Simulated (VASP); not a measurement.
# BN (Qingsongite) in VASP: further runs

Runs on BN (Qingsongite). Level: r2SCAN. Tasks: single point.

Program: VASP 6.6.1. These are calculated values, not measurements. Logs are shortened: lines on timing, memory, paths and dates and some standing lists are left out, and cuts for length are marked.

**Measured values to compare with.**

From a printed reference work, monograph, for a bulk crystal of BN at 300 K: band gap 6.4 eV (indirect).

The runs below are set against these values where they give the same quantity.

### Step 1. The cell of the first run

Symmetry: F-43m, No. 216, cubic system. The conventional cell has a = 3.615 Å, b = 3.615 Å, c = 3.615 Å, α = 90.00°, β = 90.00°, γ = 90.00°. B (site symmetry -43m) has 4 N at 1.57 Å within 2.1 Å. N (site symmetry -43m) has 4 B at 1.57 Å within 2.1 Å.

### Step 2. Single point, r2SCAN

POSCAR reads:

```
BN
1.0
    0.0000000000      1.8075000000      1.8075000000
    1.8075000000      0.0000000000      1.8075000000
    1.8075000000      1.8075000000      0.0000000000
B N
1 1
Direct
    0.0000000000      0.0000000000      0.0000000000
    0.2500000000      0.2500000000      0.2500000000
```

INCAR.step1 reads:

```
SYSTEM = BN
  ALGO = Normal
  EDIFF = 1E-4
  ENCUT = 520
  GGA = PE
  ISMEAR = 0
  LASPH = .TRUE.
  LCHARG = .FALSE.
  LREAL = .FALSE.
  LWAVE = .TRUE.
  NBANDS = 11
  NELM = 100
  PREC = Accurate
  SIGMA = 0.05
```

INCAR.step2 reads:

```
SYSTEM = BN
  ALGO = Normal
  EDIFF = 1E-6
  ENCUT = 520
  ISIF = 2
  ISMEAR = 0
  ISTART = 1
  LASPH = .TRUE.
  LCHARG = .FALSE.
  LMIXTAU = .TRUE.
  LREAL = .FALSE.
  LWAVE = .FALSE.
  METAGGA = R2SCAN
  NBANDS = 11
  NELM = 100
  PREC = Accurate
  SIGMA = 0.05
```

KPOINTS reads:

```
k-points
0
G
  10 10 10
  0 0 0
```

Potentials or basis: VASP PAW PBE potentials, release 64 (B, N).

On the command line:

```sh
$ cat potpaw_PBE.64/B/POTCAR potpaw_PBE.64/N/POTCAR > POTCAR
$ cp INCAR.step1 INCAR
$ mpirun -np 1 vasp_std > vasp.out
$ cp INCAR.step2 INCAR
$ mpirun -np 1 vasp_std > vasp.out
```

OUTCAR:

```text
SYSTEM = BN
   EDIFF = 1E-6
   ENCUT = 520
   ISIF = 2
   ISMEAR = 0
   ISTART = 1
   LASPH = .TRUE.
   LREAL = .FALSE.
   METAGGA = R2SCAN
   NELM = 100
   PREC = Accurate

 ion  position               nearest neighbor table
   1  0.000  0.000  0.000-   2 1.57   2 1.57   2 1.57   2 1.57
   2  0.250  0.250  0.250-   1 1.57   1 1.57   1 1.57   1 1.57

  LATTYP: Found a face centered cubic cell.
 ALAT       =     3.6150000000

  Lattice vectors:

 A1 = (   0.0000000000,   1.8075000000,   1.8075000000)
 A2 = (   1.8075000000,   0.0000000000,   1.8075000000)
 A3 = (   1.8075000000,   1.8075000000,   0.0000000000)

Analysis of symmetry for initial positions (statically):
=====================================================================
 Subroutine PRICEL returns:
 Original cell was already a primitive cell.

 Routine SETGRP: Setting up the symmetry group for a
 face centered cubic supercell.

 Subroutine GETGRP returns: Found 24 space group operations
 (whereof 24 operations were pure point group operations)
 out of a pool of 48 trial point group operations.

The static configuration has the point symmetry T_d .

Analysis of symmetry for dynamics (positions and initial velocities):
=====================================================================
 Subroutine PRICEL returns:
 Original cell was already a primitive cell.

 Routine SETGRP: Setting up the symmetry group for a
 face centered cubic supercell.

 Subroutine GETGRP returns: Found 24 space group operations
 (whereof 24 operations were pure point group operations)
 out of a pool of 48 trial point group operations.

The dynamic configuration has the point symmetry T_d .

 Subroutine INISYM returns: Found 24 space group operations
 (whereof 24 operations are pure point group operations),
 and found     1 'primitive' translations

----------------------------------------------------------------------------------------

                                     Primitive cell

  volume of cell :      11.8104

  direct lattice vectors                    reciprocal lattice vectors
     0.000000000  1.807500000  1.807500000    -0.276625173  0.276625173  0.276625173
     1.807500000  0.000000000  1.807500000     0.276625173 -0.276625173  0.276625173
     1.807500000  1.807500000  0.000000000     0.276625173  0.276625173 -0.276625173

  length of vectors
     2.556191014  2.556191014  2.556191014     0.479128854  0.479128854  0.479128854

  position of ions in fractional coordinates (direct lattice)
     0.000000000  0.000000000  0.000000000
[... 87 lines left out ...]
   TEBEG  =    0.0;   TEEND  =   0.0 temperature during run
   PSTRESS=    0.0 pullay stress
   NELECT =       8.0000    total number of electrons
   NUPDOWN=      -1.0000    fix difference up-down
   EMIN   =  10.00;   EMAX   =-10.00  energy-range for DOS
   EFERMI =   0.00;   METHOD = LEGACY
   ISMEAR =     0;   SIGMA  =   0.05  broadening in eV -4-tet -1-fermi 0-gaus
   EFERMI_NEDOS =   21; number of points for ismear=-14 and -15
   IALGO  =     38    algorithm
   IMIX   =      4    mixing-type and parameters
     AMIX     =   0.40;   BMIX     =  1.00
     AMIX_MAG =   1.60;   BMIX_MAG =  1.00
  volume/ion in A,a.u.               =       5.91        39.85
  Fermi-wavevector in a.u.,A,eV,Ry     =   1.437749  2.716952 28.124920  2.067123
  Thomas-Fermi vector in A             =   2.556793
   LORBIT       =      0    0 simple, 1 ext, 2 COOP (PROOUT), +10 PAW based schemes
   METAGGA = R2SCAN    functional components
   LHFCALC =     F    Hartree Fock is set to
   AEXX    =    0.0000 exact exchange contribution
   IVDW    =     0    specifies the selected vdW correction
   LEPSILON=     F    determine dielectric tensor
   LRPA    =     F    only Hartree local field effects (RPA)
 non-spin polarized calculation
 Gauss-broadening in eV      SIGMA  =   0.05
  energy-cutoff  :      520.00
  volume of cell :       11.81
 maximum number of plane-waves:       332
   NGX =  9   NGY =  9   NGZ =  9

 number of electron       7.9999999 magnetization

 Free energy of the ion-electron system (eV)
  ---------------------------------------------------
  ext. energy  EPLUGINS =         0.00000000
  ---------------------------------------------------
  free energy    TOTEN  =       -19.17175962 eV

  energy without entropy =      -19.17175962  energy(sigma->0) =      -19.17175962

 E-fermi :   7.5978     XC(G=0): -13.6463

 val. band max:        7.2424765901   @ k =   0.0000   0.0000   0.0000
 cond. band min:      12.2186130407   @ k =   0.5000   0.5000   0.0000
 fundamental gap:      4.9761364505
 Fermi energy:         7.5978046349

 k-point     1 :       0.0000    0.0000    0.0000
  band No.  band energies     occupation
      1     -14.0487      2.00000
      2       7.2425      2.00000
      3       7.2425      2.00000
      4       7.2425      2.00000
      5      16.7687      0.00000
      6      16.7687      0.00000
      7      16.7687      0.00000
      8      18.3046      0.00000
      9      33.3748      0.00000
     10      35.9858      0.00000
     11      35.9858      0.00000
[... 309 lines left out ...]
 k-point    24 :       0.4000    0.3000    0.0000
  band No.  band energies     occupation
      1     -10.1623      2.00000
      2       0.1221      2.00000
      3       2.5580      2.00000
      4       3.0122      2.00000
      5      13.9215      0.00000
      6      18.5407      0.00000
      7      23.8309      0.00000
      8      23.9518      0.00000
      9      28.2474      0.00000
     10      35.9132      0.00000
     11      40.4204      0.00000

 [... further k-points ...]

------------------------ aborting loop because EDIFF is reached ----------------------------------------

  FORCE on cell =-STRESS in cart. coord.  units (eV):
  Direction    XX          YY          ZZ          XY          YZ          ZX
  --------------------------------------------------------------------------------------
  -------------------------------------------------------------------------------------
  Total       -0.0441405     -0.0441405     -0.0441405     -0.0000000     -0.0000000     -0.0000000
  in kB       -5.9880121     -5.9880121     -5.9880121     -0.0000000     -0.0000000     -0.0000000
  external PRESSURE =      -5.9880121 kB  Pullay stress =       0.0000000 kB

 VOLUME and BASIS-vectors are now :
 -----------------------------------------------------------------------------
  energy-cutoff  :      520.00
  volume of cell :       11.81
      direct lattice vectors                 reciprocal lattice vectors
     0.000000000  1.807500000  1.807500000    -0.276625173  0.276625173  0.276625173
     1.807500000  0.000000000  1.807500000     0.276625173 -0.276625173  0.276625173
     1.807500000  1.807500000  0.000000000     0.276625173  0.276625173 -0.276625173

 POSITION                                       TOTAL-FORCE (eV/Angst)
 -----------------------------------------------------------------------------------
      0.00000      0.00000      0.00000         0.000000      0.000000      0.000000
      0.90375      0.90375      0.90375        -0.000000     -0.000000     -0.000000
 -----------------------------------------------------------------------------------
    total drift:                                0.000000      0.000000      0.000000

  FREE ENERGIE OF THE ION-ELECTRON SYSTEM (eV)
  ---------------------------------------------------
  free  energy   TOTEN  =       -19.1717596187 eV

  energy  without entropy=      -19.1717596187  energy(sigma->0) =      -19.17175962
```

OSZICAR.step1:

```text
N       E                     dE             d eps       ncg     rms          rms(c)
DAV:   1     0.101935127974E+02    0.10194E+02   -0.49530E+03  1090   0.719E+02
DAV:   2    -0.179098674366E+02   -0.28103E+02   -0.27202E+02  1263   0.164E+02
DAV:   3    -0.184143310004E+02   -0.50446E+00   -0.50398E+00  1208   0.188E+01
DAV:   4    -0.184148924081E+02   -0.56141E-03   -0.56140E-03  1106   0.715E-01
DAV:   5    -0.184148929374E+02   -0.52929E-06   -0.52924E-06  1074   0.213E-02    0.670E+00
DAV:   6    -0.175358177582E+02    0.87908E+00   -0.29333E+00  1076   0.990E+00    0.327E+00
DAV:   7    -0.174638224276E+02    0.71995E-01   -0.10401E-01  1151   0.266E+00    0.192E+00
DAV:   8    -0.174495038486E+02    0.14319E-01   -0.35567E-02  1142   0.137E+00    0.192E-01
DAV:   9    -0.174496811883E+02   -0.17734E-03   -0.96549E-04  1091   0.258E-01    0.836E-02
DAV:  10    -0.174497684388E+02   -0.87250E-04   -0.12214E-04  1108   0.943E-02
   1 F= -.17449768E+02 E0= -.17449768E+02  d E =-.319607E-11
```

It took 58 s on 1 thread of AMD EPYC 7R13, shared host; peak memory 0.09 GiB.

What came out:

```
Free energy            : -19.1718 eV
Pressure               : -0.6 GPa
Band gap on the k mesh : 4.98 eV, indirect (least direct gap 9.53 eV)
```

Caveat: the PAW data sets were made with another functional, which shifts forces and pressure a little.

(Continued in part 2 of 2.)
